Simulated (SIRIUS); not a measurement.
# PbSe in SIRIUS: a series of runs, part 2 of 2

SIRIUS 7.12.0. The steps go on from the part before.

**3. Band structure, PBEsol**

Input file sirius.json:

```json
{
  "control": {
    "processing_unit": "cpu",
    "std_evp_solver_name": "lapack",
    "gen_evp_solver_name": "lapack",
    "verbosity": 2,
    "print_forces": true,
    "ortho_rf": true,
    "use_second_variation": true,
    "rmt_max": 3.0,
    "num_bands_to_print": 24,
    "save_wf": true
  },
  "parameters": {
    "electronic_structure_method": "full_potential_lapwlo",
    "xc_functionals": ["XC_GGA_X_PBE_SOL", "XC_GGA_C_PBE_SOL"],
    "core_relativity": "dirac",
    "valence_relativity": "iora",
    "num_fv_states": 67,
    "smearing": "fermi_dirac",
    "smearing_width": 0.0018374661,
    "pw_cutoff": 20,
    "gk_cutoff": 3.5,
    "lmax_apw": 11,
    "lmax_rho": 8,
    "lmax_pot": 8,
    "num_mag_dims": 0,
    "auto_rmt": 0,
    "ngridk": [6, 6, 3],
    "shiftk": [0, 0, 0],
    "num_dft_iter": 80,
    "energy_tol": 1e-07,
    "density_tol": 1e-05,
    "use_symmetry": true
  },
  "settings": {"tol_ne": 1e-10},
  "iterative_solver": {"type": "exact"},
  "mixer": {"type": "anderson", "beta": 0.5, "max_history": 8},
  "unit_cell": {
    "lattice_vectors": [[8.3429328938, 0.0, 0.0], [-0.0194850116, 8.34291014, 0.0], [-4.1617239409, -4.1714550701, 22.6782233867]],
    "atom_types": ["Pb", "Se"],
    "atom_files": {"Pb": "Pb.json", "Se": "Se.json"},
    "atoms": {
      "Pb": [[0.80684, 0.807304, 0.618443], [0.185454, 0.19981, 0.382376]],
      "Se": [[0.287332, 0.323146, 0.623194], [0.684266, 0.699895, 0.377965]]
    }
  }
}
```

Pb.json is that of step 2.

Se.json is that of step 2.

Input file sirius_start.json:

```json
{
  "control": {
    "processing_unit": "cpu",
    "std_evp_solver_name": "lapack",
    "gen_evp_solver_name": "lapack",
    "verbosity": 1,
    "print_forces": false,
    "ortho_rf": true,
    "use_second_variation": true,
    "rmt_max": 3.0,
    "num_bands_to_print": 24,
    "save_wf": false
  },
  "parameters": {
    "electronic_structure_method": "full_potential_lapwlo",
    "xc_functionals": ["XC_LDA_X", "XC_LDA_C_PW"],
    "core_relativity": "dirac",
    "valence_relativity": "iora",
    "num_fv_states": 67,
    "smearing": "fermi_dirac",
    "smearing_width": 0.0055123983,
    "pw_cutoff": 20,
    "gk_cutoff": 2.8,
    "lmax_apw": 11,
    "lmax_rho": 8,
    "lmax_pot": 8,
    "num_mag_dims": 0,
    "auto_rmt": 0,
    "ngridk": [2, 2, 1],
    "shiftk": [0, 0, 0],
    "num_dft_iter": 30,
    "energy_tol": 0.01,
    "density_tol": 0.05,
    "use_symmetry": true
  },
  "settings": {"tol_ne": 1e-10},
  "iterative_solver": {"type": "exact"},
  "mixer": {"type": "anderson", "beta": 0.5, "max_history": 8},
  "unit_cell": {
    "lattice_vectors": [[8.3429328938, 0.0, 0.0], [-0.0194850116, 8.34291014, 0.0], [-4.1617239409, -4.1714550701, 22.6782233867]],
    "atom_types": ["Pb", "Se"],
    "atom_files": {"Pb": "Pb.json", "Se": "Se.json"},
    "atoms": {
      "Pb": [[0.80684, 0.807304, 0.618443], [0.185454, 0.19981, 0.382376]],
      "Se": [[0.287332, 0.323146, 0.623194], [0.684266, 0.699895, 0.377965]]
    }
  }
}
```

Input file sirius_bands.json:

```json
{
  "control": {
    "processing_unit": "cpu",
    "std_evp_solver_name": "lapack",
    "gen_evp_solver_name": "lapack",
    "verbosity": 2,
    "print_forces": true,
    "ortho_rf": true,
    "use_second_variation": true,
    "rmt_max": 3.0,
    "num_bands_to_print": 24,
    "save_wf": true
  },
  "parameters": {
    "electronic_structure_method": "full_potential_lapwlo",
    "xc_functionals": ["XC_GGA_X_PBE_SOL", "XC_GGA_C_PBE_SOL"],
    "core_relativity": "dirac",
    "valence_relativity": "iora",
    "num_fv_states": 67,
    "smearing": "fermi_dirac",
    "smearing_width": 0.0018374661,
    "pw_cutoff": 20,
    "gk_cutoff": 3.5,
    "lmax_apw": 11,
    "lmax_rho": 8,
    "lmax_pot": 8,
    "num_mag_dims": 0,
    "auto_rmt": 0,
    "ngridk": [6, 6, 3],
    "shiftk": [0, 0, 0],
    "num_dft_iter": 80,
    "energy_tol": 1e-07,
    "density_tol": 1e-05,
    "use_symmetry": true
  },
  "settings": {"tol_ne": 1e-10},
  "iterative_solver": {"type": "exact"},
  "mixer": {"type": "anderson", "beta": 0.5, "max_history": 8},
  "unit_cell": {
    "lattice_vectors": [[8.3429328938, 0.0, 0.0], [-0.0194850116, 8.34291014, 0.0], [-4.1617239409, -4.1714550701, 22.6782233867]],
    "atom_types": ["Pb", "Se"],
    "atom_files": {"Pb": "Pb.json", "Se": "Se.json"},
    "atoms": {
      "Pb": [[0.80684, 0.807304, 0.618443], [0.185454, 0.19981, 0.382376]],
      "Se": [[0.287332, 0.323146, 0.623194], [0.684266, 0.699895, 0.377965]]
    }
  },
  "kpoints_rel": {
    "G": [0.0, 0.0, 0.0],
    "C": [0.518042762, -0.481957238, -0.018042762],
    "C1": [0.481957238, 0.481957238, -0.981957238],
    "D": [0.5157862591, 0.4842137409, -0.5],
    "D1": [0.4842137409, -0.4842137409, -0.5],
    "L": [0.5, 0.0, -0.5],
    "H": [0.5, -0.5, -0.2672569819],
    "H1": [0.5, 0.5, -0.7327430181],
    "X": [0.5, 0.5, -0.5],
    "Y": [0.5, -0.5, 0.0],
    "Z": [0.0, 0.0, -0.5]
  },
  "kpoints_path": ["G", "Y", "C", "D", "X", "G", "Z", "D1", "H", "C"]
}
```

Potentials or basis: all-electron FP-LAPW, apw+lo standard.

Command:

```sh
$ OMP_NUM_THREADS=2 sirius.scf --input=sirius_start.json --output=start.json
$ OMP_NUM_THREADS=2 sirius.scf --input=sirius.json --output=output.json --task=1
$ OMP_NUM_THREADS=2 sirius.scf --input=sirius_bands.json --output=bands_out.json --task=2
```

The log of the run:

```text
[info] SIRIUS version : 7.12.0
[info] number of MPI ranks           : 1
[info] MPI grid                      : 1 1
[info] maximum number of OMP threads : 2
[fft] FFT context for density and potential
[fft] =====================================
[fft]   plane wave cutoff                     : 20
[fft]   grid size                             : 60 60 160   total : 576000
[fft]   grid limits                           : -29 30   -29 30   -79 80
[fft]   number of G-vectors within the cutoff : 213345
[fft]   number of G-shells                    : 27898
[fft] FFT context for coarse grid
[fft] =====================================
[fft]   plane wave cutoff                     : 7
[fft]   grid size                             : 24 24 60   total : 34560
[fft]   grid limits                           : -11 12   -11 12   -29 30
[fft]   number of G-vectors within the cutoff : 9171
[fft]   number of G-shells                    : 1305
[unit cell] lattice vectors
[unit cell]   a1 :       8.3429328938      0.0000000000      0.0000000000
[unit cell]   a2 :      -0.0194850116      8.3429101400      0.0000000000
[unit cell]   a3 :      -4.1617239409     -4.1714550701     22.6782233867
[unit cell] reciprocal lattice vectors
[unit cell]   b1 :       0.7531146885      0.0017589124      0.1385290461
[unit cell]   b2 :      -0.0000000000      0.7531167424      0.1385290461
[unit cell]   b3 :       0.0000000000     -0.0000000000      0.2770580923
[unit cell] unit cell volume :      1578.50275844 [a.u.^3]
[... 613 lines left out ...]
[find]    0   79.877954    8.193924e-10
[find]    1   79.872416    8.189013e-10
[find]    2   32.423479    2.714009e-06
[find]    3   32.422217    2.713664e-06
[find] total core leakage    : 5.42931116e-06
[find] interstitial charge   : 7.403921
[find] total charge          : 231.999987
[find] Energy
[find] --------------------------------------------------------------------------------
[find] valence_eval_sum               :    -303.30237014
[find] core_eval_sum                  :  -28440.59846321
[find] kinetic energy                 :   53674.36884667
[find] enuc                           :  -58845.84769156
[find] <rho|V^{XC}>                   :   -1239.85057802
[find] <rho|E^{XC}>                   :    -941.81391344
[find] <mag|B^{XC}>                   :       0.00000000
[find] <rho|V^{H}>                    :  -81178.41910210
[find] smearing (-TS)                 :      -0.00000000
[find] SCF correction                 :       0.00004334
[find] Total energy                   :  -46702.50226604 (Ha),  -93405.00453209 (Ry)
[find] Free energy (E-TS)             :  -46702.50226605 (Ha),  -93405.00453210 (Ry)
[find] band gap (eV)                  :       1.51267233
[find] Efermi                         :       0.01546620
[ground_state]
[ground_state] ==== total Forces in Ha/bohr =====
[ground_state] atom:    0, force:      -0.0000835      0.0003065     -0.0083650
[ground_state] atom:    1, force:       0.0000125     -0.0002699      0.0087982
[ground_state] atom:    2, force:       0.0013729     -0.0000134     -0.0075044
[ground_state] atom:    3, force:      -0.0013462      0.0000099      0.0070693
[ground_state] ==== contribution from density =====
[ground_state] atom:    0, force:      -0.0448833      0.0195760      0.1389806
[ground_state] atom:    1, force:       0.0126837      0.0058613     -0.1398368
[ground_state] atom:    2, force:      -0.0171346      0.0135100     -0.2366471
[ground_state] atom:    3, force:       0.0019595     -0.0022623      0.2344268
[ground_state] ==== contribution from Hartree potential =====
[ground_state] atom:    0, force:       0.0341277     -0.0132047     -0.1120038
[ground_state] atom:    1, force:      -0.0111451     -0.0052280      0.1136819
[ground_state] atom:    2, force:       0.0329921     -0.0242726      0.3092851
[ground_state] atom:    3, force:      -0.0031480      0.0019299     -0.3075218
[ground_state] ==== contribution from IBS =====
[ground_state] atom:    0, force:       0.0106721     -0.0060647     -0.0353417
[ground_state] atom:    1, force:      -0.0015261     -0.0009032      0.0349531
[ground_state] atom:    2, force:      -0.0144846      0.0107492     -0.0801424
[ground_state] atom:    3, force:      -0.0001577      0.0003424      0.0801643
```

It took 33 min on 2 threads of Arm Neoverse V1, shared host; peak memory 2.3 GiB.

Results:

```yaml
Free_energy: -1270839.8278 eV
Largest_force: 0.453 eV/Å
Band_gap_on_the_k_mesh: 1.51 eV, direct
Band_gap_along_the_path: 1.45 eV, direct
All_electrons_inside_the_program's_atomic_spheres: Pb 79.88, 79.87; Se 32.42 (radii Pb 2.65, Se 2.4 bohr)
```

Forces on the atoms (eV/Å):
```
Pb  -0.004  0.016 -0.430
Pb   0.001 -0.014  0.452
Se   0.071 -0.001 -0.386
Se  -0.069  0.001  0.364
```

Levels at the corners of the path, in eV from the valence-band top:
```
point  band 56  band 57  band 58  band 59  band 60  band 61
    Γ    -1.32    -1.31    -0.43     2.10     4.00     4.47
    Y    -2.69    -1.31    -1.30     3.51     3.54     5.09
    C    -2.67    -1.31    -1.31     3.49     3.54     5.09
    D    -2.68    -1.32    -1.30     3.50     3.53     5.09
    X    -2.69    -1.31    -1.30     3.52     3.54     5.09
    Γ    -1.32    -1.31    -0.43     2.10     4.00     4.47
    Z    -1.32    -1.31    -0.43     2.01     4.47     4.58
   D1    -2.68    -1.32    -1.30     3.50     3.53     5.09
    H    -2.69    -1.31    -1.30     3.51     3.54     5.10
    C    -2.67    -1.31    -1.31     3.49     3.54     5.09
```

Caveat: spin-orbit coupling is left out, which as a rule narrows the gap of such compounds by several tenths of an eV.
